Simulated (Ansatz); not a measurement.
# BP (F-43m), clamped-ion strain scan

Computed with Ansatz, DFT PBEsol, scalar-relativistic, plane waves, PAW. Cutoff 420 eV, Γ-centred 10×10×10 k-points, Gaussian smearing of 0.05 eV. No spin polarisation. Energies are free energies at this smearing, counted from the undisturbed cell; pressure is positive in compression.

The undisturbed cell (as given, not relaxed at this level; it stands at -2.0 GPa):

```
CELL_PARAMETERS angstrom
0.00000 2.26900 2.26900
2.26900 0.00000 2.26900
2.26900 2.26900 0.00000
ATOMIC_POSITIONS crystal
B 0.00000 0.00000 0.00000
P 0.75000 0.75000 0.75000
```

The cell is strained by ε times the Voigt pattern (0, 1, 0, 0, 0, 0) (xx, yy, zz, yz, xz, xy; engineering shear) with fractional coordinates fixed.

| ε | ΔE (meV/atom) |
| --- | --- |
| -0.0200 | 2.1 |
| -0.0150 | 0.7 |
| -0.0100 | -0.2 |
| -0.0050 | -0.4 |
| 0.0000 | 0.0 |
| 0.0050 | 1.0 |
| 0.0100 | 2.7 |
| 0.0150 | 4.9 |
| 0.0200 | 7.7 |

(1) Predict the gap on the mesh (eV) at each point.

Results:

(1)
| ε | gap on the mesh (eV) |
| --- | --- |
| -0.0200 | 0.80 |
| -0.0150 | 0.89 |
| -0.0100 | 0.97 |
| -0.0050 | 1.05 |
| 0.0000 | 1.13 |
| 0.0050 | 1.10 |
| 0.0100 | 1.07 |
| 0.0150 | 1.04 |
| 0.0200 | 1.01 |